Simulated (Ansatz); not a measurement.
Crystal: TaSi2.

```
CELL_PARAMETERS angstrom
4.78000 0.00000 0.00000
-2.39000 4.13960 0.00000
0.00000 0.00000 6.56400
ATOMIC_POSITIONS crystal
Ta 0.00000 0.50000 0.16667
Ta 0.50000 0.50000 0.83333
Ta 0.50000 0.00000 0.50000
Si 0.33330 0.16665 0.16667
Si 0.16665 0.83335 0.83333
Si 0.83335 0.66670 0.50000
Si 0.66670 0.83335 0.16667
Si 0.83335 0.16665 0.83333
Si 0.16665 0.33330 0.50000
```

| Item | Value |
| --- | --- |
| Program | Ansatz 0.2.0 |
| Task | relaxation of cell and atoms |
| Functional | PBEsol |
| Dispersion | D3(BJ)-ATM |
| Potentials or basis | Ansatz PAW |
| Cutoff | 420 eV (not typed: the program's choice for these potentials) |
| k mesh | 7 × 7 × 4 |
| Occupations | fermi-dirac, width 0.05 eV |
| Spin | no spin polarisation |

At the start: volume 14.43 Å³/atom.

How do energy, volume and symmetry change on relaxing?

It ends after 6 steps and the volume is 13.93 Å³/atom (-3.5 %); space group P6_222 (No. 180, to 0.05 Å).

The path:
```
step  energy change (eV)  largest force (eV/Å)  volume (Å³)
   1              0.0000                0.7424       129.88
   2             -0.1724                0.2247       122.60
   3             -0.2362                0.0161       125.81
   4             -0.2383                0.0070       125.40
   5             -0.2383                0.0000       125.37
   6             -0.2372                0.0001       125.37
```

Final structure:
```
Ta Si
1.0
     4.71192    0.00000    0.00000
    -2.35596    4.08064    0.00000
     0.00000    0.00000    6.52056
Ta Si
3 6
Direct
  0.00000 0.50000 0.16667
  0.50000 0.50000 0.83333
  0.50000 0.00000 0.50000
  0.31932 0.15966 0.16667
  0.15966 0.84034 0.83333
  0.84034 0.68068 0.50000
  0.68068 0.84034 0.16667
  0.84034 0.15966 0.83333
  0.15966 0.31932 0.50000
```

Caveat: the plane-wave basis is chosen anew once the cell has moved, so the energies of steps on either side of that aren't comparable; pairwise dispersion overbinds metals, which lowers pressure and volume; the PAW data sets come from PBE, with cores solved anew for the run's functional, which leaves a small shift of forces and pressure.
